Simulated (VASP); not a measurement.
# BaHfO3: structure and properties in VASP

Aim: relax BaHfO3, then compute properties on the relaxed cell. The steps: full relaxation (r2SCAN), density, ELF and potential (r2SCAN), bands along the symmetry lines (r2SCAN), density of states (r2SCAN), independent-particle dielectric function (r2SCAN), vibrations at Γ (r2SCAN) and bands along the symmetry lines (r2SCAN), changed input. The start is a computed cell from the Materials Project.

Program: VASP 6.6.1. Level of theory: r2SCAN; plane waves and PAW (Ba_sv, Hf_pv, O). Results are calculated unless marked as measured.

Most raw output is cut from this account.

## 1. Set-up

Before any relaxation, the start is as follows. The structure is tetragonal, space group P4mm (No. 99). The conventional cell has a = 4.170 Å, b = 4.170 Å, c = 4.170 Å, α = 90.00°, β = 90.00°, γ = 90.00°. Nearest to Ba lie 12 O at 2.94 to 2.96 Å. Nearest to Hf lie 6 O at 2.08 to 2.09 Å. Nearest to O lie 2 Hf at 2.08 Å and 4 Ba at 2.94 to 2.96 Å. O has 2 Hf at 2.08 to 2.09 Å and 4 Ba at 2.95 Å nearest. Farther neighbours and most contacts between anions are not listed.

As a file:

```xyz
5
Lattice="4.1696 0.0000 0.0000 0.0000 4.1696 0.0000 0.0000 0.0000 4.1704" Properties=species:S:1:pos:R:3 pbc="T T T"
Ba    2.0848    2.0848    4.1555
Hf    0.0000    0.0000    2.0763
O     0.0000    2.0848    2.0806
O     2.0848    0.0000    2.0806
O     0.0000    0.0000    4.1618
```

## 2. Full relaxation (r2SCAN)

Properties are meant for the cell that this level of theory prefers, so cell and atoms are relaxed first (ISIF = 3) until forces and stress are small; EDIFFG sets the threshold. r2SCAN adds the kinetic-energy density, costs more than a GGA and is run with LASPH.

Contents of INCAR:

```
SYSTEM = BaHfO3
PREC = Accurate
ENCUT = 520
EDIFF = 1E-06
NELM = 100
ISMEAR = 0
SIGMA = 0.05
LREAL = .FALSE.
ALGO = Normal
METAGGA = R2SCAN
LASPH = .TRUE.
NBANDS = 25
LORBIT = 11
LWAVE = .FALSE.
LCHARG = .FALSE.
KPAR = 4
IBRION = 2
NSW = 60
ISIF = 3
EDIFFG = -0.01
```

Contents of POSCAR:

```
BaHfO3
1.0
    4.1695667999      0.0000000000      0.0000000000
    0.0000000000      4.1695667999      0.0000000000
    0.0000000000      0.0000000000      4.1703766343
Ba Hf O
1 1 3
Direct
    0.5000000000      0.5000000000      0.9964249600
    0.0000000000      0.0000000000      0.4978753300
    0.0000000000      0.5000000000      0.4988901400
    0.5000000000      0.0000000000      0.4988901400
    0.0000000000      0.0000000000      0.9979412200
```

Contents of KPOINTS:

```
Automatic mesh
0
Gamma
5 5 5
0 0 0
```

The projector-augmented-wave data sets are Ba_sv, Hf_pv and O (PBE family, release 64).

Command:

```
> mpirun -np 4 vasp_std
```

It took 97 s on 4 MPI ranks of AMD EPYC 9R45, shared host; peak memory 0.81 GiB.

The gap is read on the k-mesh alone, so it is an upper bound where the band edges lie off the mesh. Harder data sets than Ba_sv and Hf_pv exist (the GW ones), and pressures, volumes and forces can shift noticeably with them. The PAW data sets were made with PBE, which is usual practice but a small mismatch for other functionals. The run keeps the 8 symmetry operations of its start, so it cannot find a distortion of lower symmetry.

Little changed from the start: no atom moved by 0.005 Å and no cell edge by 0.1 %.

A gap read on the k-mesh alone can miss the band edges.

Numbers from this step:

* electrons: 38
* bands: 25
* irreducible k-points: 18
* symmetry operations: 8
* free energy (TOTEN): -108.0078 eV
* Fermi energy: 2.316 eV
* pressure: 0.03137 GPa
* metallic: no
* valence top at k: 0.4, 0.4, 0.4
* conduction bottom at k: 0, 0, 0
* least direct gap at k: 0, 0, 0
* SCF cycles over all ionic steps: 50
* gap on the k-mesh: 4.226 eV
* least direct gap on the k-mesh: 4.354 eV

It ends with a largest force of 0.009 eV/Å and a pressure of 0.03 GPa.

## 3. Density, ELF and potential (r2SCAN)

A single point on the relaxed cell gives a clean self-consistent state, with density, ELF and potential written out.

Changes to INCAR since step 2:

```diff
@@ -14,7 +14,5 @@
 LWAVE = .FALSE.
-LCHARG = .FALSE.
-KPAR = 4
-IBRION = 2
-NSW = 60
-ISIF = 3
-EDIFFG = -0.01
+LCHARG = .TRUE.
+ISIF = 2
+LELF = .TRUE.
+LVHAR = .TRUE.
```

Contents of POSCAR:

```
BaHfO3
1.0
    4.1709285800      0.0000000000      0.0000000000
    0.0000000000      4.1709285800      0.0000000000
    0.0000000000      0.0000000000      4.1709285800
Ba Hf O
1 1 3
Direct
    0.5000000000      0.5000000000      0.5000000000
    0.0000000000      0.0000000000      0.0000000000
    0.0000000000      0.5000000000      0.0000000000
    0.5000000000      0.0000000000      0.0000000000
    0.0000000000      0.0000000000      0.5000000000
```

KPOINTS is that of step 2.

The cell reached was symmetrised within 0.01 Å before this step, which raises the operations from 8 to 48, which the run then keeps.

Command:

```
> mpirun -np 4 vasp_std
```

It took 15 s on 4 MPI ranks; peak memory 0.45 GiB; 56 s of CPU time.

This step gave:

| Quantity | Value |
| --- | --- |
| SCF cycles | 14 |
| bands | 28 |
| irreducible k-points | 10 |
| symmetry operations | 48 |
| Fermi energy | 2.275 eV |
| pressure | 0.03460 GPa |
| least direct gap on the k-mesh | 4.355 eV |

Valence electrons inside each PAW sphere by angular momentum. Sphere charges, by row:

```csv
atom,s (e),p (e),d (e),tot (e)
Ba1,2.012,5.651,0.254,7.917
Hf2,0.341,6.716,1.467,8.524
O3,1.561,3.527,0,5.089
O4,1.561,3.527,0,5.089
O5,1.561,3.527,0,5.089
```

ELF in the ac plane at fractional y = 0.000, with atoms of Hf and O within 0.2 Å of it. It is the smooth field of the valence electrons, not physical close to the nuclei.

Values, 14 rows by 14 columns, each cell a mean:
```
0.07 0.23 0.44 0.24 0.53 0.81 0.70 0.60 0.78 0.80 0.33 0.31 0.42 0.16
0.38 0.44 0.36 0.15 0.45 0.77 0.82 0.80 0.82 0.73 0.26 0.19 0.43 0.42
0.34 0.28 0.13 0.07 0.25 0.54 0.71 0.73 0.67 0.48 0.13 0.07 0.19 0.31
0.35 0.31 0.21 0.11 0.10 0.23 0.42 0.47 0.36 0.19 0.08 0.13 0.26 0.33
0.81 0.79 0.66 0.40 0.10 0.05 0.08 0.09 0.06 0.05 0.19 0.48 0.73 0.80
0.72 0.80 0.79 0.61 0.20 0.05 0.02 0.02 0.03 0.06 0.36 0.67 0.82 0.78
0.41 0.68 0.81 0.69 0.29 0.06 0.02 0.01 0.02 0.09 0.47 0.73 0.80 0.60
0.58 0.75 0.81 0.66 0.25 0.06 0.02 0.02 0.02 0.08 0.42 0.71 0.82 0.70
0.81 0.81 0.71 0.47 0.12 0.04 0.06 0.06 0.05 0.05 0.23 0.54 0.77 0.81
0.55 0.52 0.39 0.20 0.07 0.12 0.25 0.29 0.20 0.10 0.10 0.25 0.45 0.53
0.27 0.22 0.11 0.07 0.20 0.47 0.66 0.69 0.61 0.40 0.11 0.07 0.15 0.24
0.45 0.44 0.26 0.11 0.39 0.71 0.81 0.81 0.79 0.66 0.21 0.13 0.36 0.44
0.14 0.30 0.44 0.22 0.52 0.81 0.75 0.68 0.80 0.79 0.31 0.28 0.44 0.23
0.02 0.14 0.45 0.27 0.55 0.81 0.58 0.41 0.72 0.81 0.35 0.34 0.38 0.07
```
Columns run along a (4.2 Å), rows up along c (4.2 Å). Atoms in or near the plane, at fractional coordinates: Hf at (0.00, 0.00), O at (0.50, 0.00), O at (0.00, 0.50).

Electrostatic potential energy in the ac plane at fractional y = 0.000, with atoms of Hf and O within 0.2 Å of it. With pseudopotentials it is smooth inside the atoms' cores, unlike the true potential.

Ten even steps from '0' (-48 eV) to '9' (5 eV), each cell a mean:
```
45678600278655
55678854798765
67789999999876
78899999999988
67999999999997
03899999999972
00799999999940
01899999999950
47999999999986
88999999999988
77789999999877
66679987898766
45678710378755
44678400067654
```
Columns run along a (4.2 Å; values clipped at the 3rd and 97th percentile), rows up along c (4.2 Å). Atoms in or near the plane, at fractional coordinates: Hf at (0.00, 0.00), O at (0.50, 0.00), O at (0.00, 0.50).

Valence density in the ac plane at fractional y = 0.000, with atoms of Hf and O within 0.2 Å of it. It is the smooth field of the valence electrons, not physical close to the nuclei.

Ten even steps from '0' (0.0 e/Å³) to '9' (7.5 e/Å³), each cell a mean:
```
43200267420124
32100123210012
10000000000001
00000000000000
21000000000012
64100000000024
96100000000037
85100000000026
32000000000012
10000000000000
10000000000000
21000011100012
43100256410023
44211389620134
```
Columns run along a (4.2 Å), rows up along c (4.2 Å). Atoms in or near the plane, at fractional coordinates: Hf at (0.00, 0.00), O at (0.50, 0.00), O at (0.00, 0.50).

In this run the pressure is 0.03 GPa, small enough to go on.

## 4. Bands along the symmetry lines (r2SCAN)

Levels along the symmetry lines show where the bands peak and cross; KPOINTS_OPT computes them in the converged potential.

Changes to INCAR since step 3:

```diff
@@ -11,8 +11,6 @@
 LASPH = .TRUE.
-NBANDS = 25
+NBANDS = 34
 LORBIT = 11
 LWAVE = .FALSE.
-LCHARG = .TRUE.
-ISIF = 2
-LELF = .TRUE.
-LVHAR = .TRUE.
+LCHARG = .FALSE.
+KPAR = 4
```

POSCAR is that of step 3.

KPOINTS is that of step 3.

Contents of KPOINTS_OPT:

```
Line mode
16
Line-mode
Reciprocal
  0.00000000   0.00000000   0.00000000 GAMMA
  0.00000000   0.50000000   0.00000000 X

  0.00000000   0.50000000   0.00000000 X
  0.50000000   0.50000000   0.00000000 M

  0.50000000   0.50000000   0.00000000 M
  0.00000000   0.00000000   0.00000000 GAMMA

  0.00000000   0.00000000   0.00000000 GAMMA
  0.50000000   0.50000000   0.50000000 R

  0.50000000   0.50000000   0.50000000 R
  0.00000000   0.50000000   0.00000000 X

  0.50000000   0.50000000   0.00000000 M
  0.50000000   0.50000000   0.50000000 R
```

Command:

```
> mpirun -np 4 vasp_std
```

Run time: 74 s. Hardware: 4 MPI ranks; peak memory 0.77 GiB; 4.9 min of CPU time.

Spin-orbit coupling is off here; with elements this heavy it splits and shifts levels by tenths of an eV or more.

This step gave:

```
SCF cycles                        : 15
bands                             : 34
Fermi energy                      : 2.322 eV
pressure                          : 0.04953 GPa
least gap on mesh and path        : 4.119 eV
least direct gap on mesh and path : 4.355 eV
valence top at k                  : 0.5, 0.5, 0.5
```

The electronic bands at the labelled points (eV, zero at the valence-band top; v1 is the highest filled band, c1 the lowest empty one):

```csv
point,v4,v3,v2,v1,c1,c2,c3,c4
Γ,-1.01,-0.24,-0.24,-0.24,4.12,4.12,4.12,5.22
0.47 of the way,-1.34,-1.20,-0.42,-0.42,4.34,5.26,5.26,6.02
X,-1.72,-1.69,-0.57,-0.57,4.68,6.90,6.90,7.05
0.53 of the way,-1.29,-1.12,-0.91,-0.41,5.87,6.82,6.94,7.90
M,-1.09,-0.94,-0.94,-0.08,6.80,6.80,7.27,7.47
0.47 of the way,-1.46,-0.99,-0.75,-0.49,5.68,5.73,5.90,7.37
Γ,-1.01,-0.24,-0.24,-0.24,4.12,4.12,4.12,5.22
0.53 of the way,-2.31,-0.69,-0.69,-0.48,6.13,6.13,6.59,7.90
R,-2.54,0.00,0.00,0.00,6.69,6.69,6.69,8.40
0.47 of the way,-2.21,-0.77,-0.52,-0.37,6.46,6.93,7.34,7.85
X,-1.72,-1.69,-0.57,-0.57,4.68,6.90,6.90,7.05
jump to M,-1.09,-0.94,-0.94,-0.08,6.80,6.80,7.27,7.47
0.47 of the way,-2.46,-0.55,-0.55,-0.04,7.02,7.02,7.03,7.97
R,-2.54,0.00,0.00,0.00,6.69,6.69,6.69,8.40
```

Of the projections kept (Ba, Hf, O), the largest for each band there; the rest of the weight can lie on other orbitals:

```csv
point,v4,v3,v2,v1,c1,c2,c3,c4
Γ,O 1.00,O 0.92,O 0.92,O 0.92,Hf 0.85,Hf 0.85,Hf 0.85,Ba 0.94
X,O 0.79,O 0.90,O 0.86,O 0.86,Hf 1.00,Hf 0.80,Hf 0.80,Ba 0.70
M,O 0.74,O 0.90,O 0.90,O 0.98,Hf 0.69,Hf 0.69,Ba 0.69,Ba 0.57
Γ,O 1.00,O 0.92,O 0.92,O 0.92,Hf 0.85,Hf 0.85,Hf 0.85,Ba 0.94
R,O 0.66,O 1.00,O 1.00,O 1.00,Ba 0.83,Ba 0.83,Ba 0.83,Hf 0.80
X,O 0.79,O 0.90,O 0.86,O 0.86,Hf 1.00,Hf 0.80,Hf 0.80,Ba 0.70
```

The path lowers the gap by 0.11 eV against the mesh alone, so a band edge lies off the mesh.

## 5. Density of states (r2SCAN)

A density of states needs more k-points than a total energy; ISMEAR = -5 takes tetrahedra, and LORBIT projects the states on the PAW spheres. The mesh is finer than in the run before.

Changes to INCAR since step 4:

```diff
@@ -5,3 +5,3 @@
 NELM = 100
-ISMEAR = 0
+ISMEAR = -5
 SIGMA = 0.05
@@ -16 +16,2 @@
 KPAR = 4
+NEDOS = 2001
```

POSCAR is that of step 4.

Contents of KPOINTS:

```
Automatic mesh
0
Gamma
7 7 7
0 0 0
```

Command:

```
> mpirun -np 4 vasp_std
```

Run time: 30 s. Hardware: 4 MPI ranks; peak memory 0.76 GiB; 1.9 min of CPU time.

This step gave:

| Quantity | Value |
| --- | --- |
| irreducible k-points | 20 |
| free energy (TOTEN) | -108.0091 eV |
| Fermi energy | 2.087 eV |
| pressure | 0.04487 GPa |
| valence top at k | 0.4286, 0.4286, 0.4286 |
| gap on the k-mesh | 4.176 eV |
| least direct gap on the k-mesh | 4.356 eV |

The density of states has structure finer than the step of the table below, so its rows give means over 1 eV, whole bins alone (the curve runs from -12.0 to 9.03 eV). Peaks (eV: height): total -10.6: 17.3, -2.2: 8.77, -0.8: 10.5, 6.8: 7.93; O p -2.9: 2.55, -2.2: 4.63, -1.4: 2.90, -0.8: 6.88; Hf d -3.7: 0.835, -2.3: 0.818, 6.8: 3.21, 8.6: 1.34; Ba d 6.9: 1.51, 8.0: 1.45, 8.6: 2.08; Hf p -2.9: 0.254, -2.2: 0.534, -1.5: 0.220, -0.8: 0.359.

States under -12.0 eV and over 9.0 eV are left out. The density of states by energy, zero at the valence-band top; means over each step; 7 of 8 lines; values in states/eV/cell:

```csv
energy (eV),total,O p,Hf d,Ba d,Hf p,Ba p,Hf s
-11,4.41,0.0449,0.0104,8.5e-4,0.00191,3.89,2.3e-4
-10,1.60,0.00610,0.00194,1.3e-4,9.0e-4,1.45,2.3e-4
-9,0,0,0,0,0,0,0
-8,0,0,0,0,0,0,0
-7,0,0,0,0,0,0,0
-6,0,0,0,0,0,0,0
-5,0,0,0,0,0,0,0
-4,1.73,0.913,0.296,0.00816,0.0360,0.00357,0.162
-3,3.38,1.76,0.489,0.0341,0.165,0.0471,0.0620
-2,5.64,3.04,0.418,0.120,0.327,0.147,0.0232
-1,5.39,3.50,0.0884,0.0671,0.167,0.0676,0.0181
0,1.88,1.32,0.0109,0.0169,0.0265,0.0126,1.2e-4
1,0,0,0,0,0,0,0
2,0,0,0,0,0,0,0
3,0,0,0,0,0,0,0
4,0.0415,7.7e-4,0.0251,0.00379,2.3e-5,0,0
5,1.000,0.0544,0.596,0.0770,0.00185,6.3e-4,6.4e-5
6,2.26,0.216,1.07,0.331,0.0102,0.00408,4.1e-4
7,3.92,0.429,1.27,0.982,0.0380,0.0109,0.00566
8,3.46,0.377,0.640,1.18,0.0149,0.0235,0.0363
```

The gap on this mesh is 4.18 eV, over the 4.12 eV of the band run, since this mesh misses a band edge. In the top eV of the valence band the largest shares in the PAW spheres are O p 67 %. The rest lies in smaller channels or between the spheres.

## 6. Independent-particle dielectric function (r2SCAN)

LOPTICS sums transitions from filled to empty bands. NBANDS is raised for it.

Contents of INCAR:

```
SYSTEM = BaHfO3
PREC = Accurate
ENCUT = 520
EDIFF = 1E-06
NELM = 100
ISMEAR = 0
SIGMA = 0.05
LREAL = .FALSE.
ALGO = Normal
METAGGA = R2SCAN
LASPH = .TRUE.
NBANDS = 59
LORBIT = 11
LWAVE = .FALSE.
LCHARG = .FALSE.
KPAR = 4
LOPTICS = .TRUE.
NEDOS = 1500
CSHIFT = 0.1
```

POSCAR is that of step 5.

KPOINTS is that of step 5.

Command:

```
> mpirun -np 4 vasp_std
```

Wall time 43 s (4 MPI ranks); peak memory 1 GiB; 2.8 min of CPU time.

These are independent-particle spectra without excitons or local fields, and fine structure depends on the mesh and on CSHIFT.

This step gave:

```yaml
scf_cycles: 14
bands: 59
fermi_energy: 2.295 eV
pressure: 0.05128 GPa
```

The imaginary dielectric function, xx has structure finer than the step of the table below, so its rows give means over 1 eV, whole bins alone (the curve runs from 0 to 25.0 eV). Peaks (eV: height): 5.8: 3.92, 7.2: 7.31, 8.9: 5.20, 9.4: 4.56, 10.1: 5.15, 10.8: 5.55, 20.1: 3.58.

Imaginary dielectric function, xx against photon energy; means over each step:

```csv
photon energy (eV),"imaginary dielectric function, xx"
1,0.00908
2,0.0208
3,0.0411
4,0.138
5,0.943
6,3.24
7,5.90
8,4.00
9,4.21
10,4.21
11,4.49
12,2.95
13,1.44
14,0.801
15,1.65
16,1.59
17,2.37
18,2.77
19,3.06
20,3.09
21,1.54
22,0.964
23,0.974
24,0.614
```

(Continued in part 2 of 2.)

[Lines on the potential files, build, host, timing and source positions are cut from VASP's logs without a mark.]

[Logs are printed without paths, hosts, clocks, repeated set-up lines and the standing remarks that a program may print on its own settings, such as how far it seeks lower states.]

[Hosts, paths, dates, database ids (printed as entryN), source tags and the programs' standing remarks are cut or masked in the printed files.]

[A measured line is paired with the nearest computed mode of its activity, which favours agreement.]
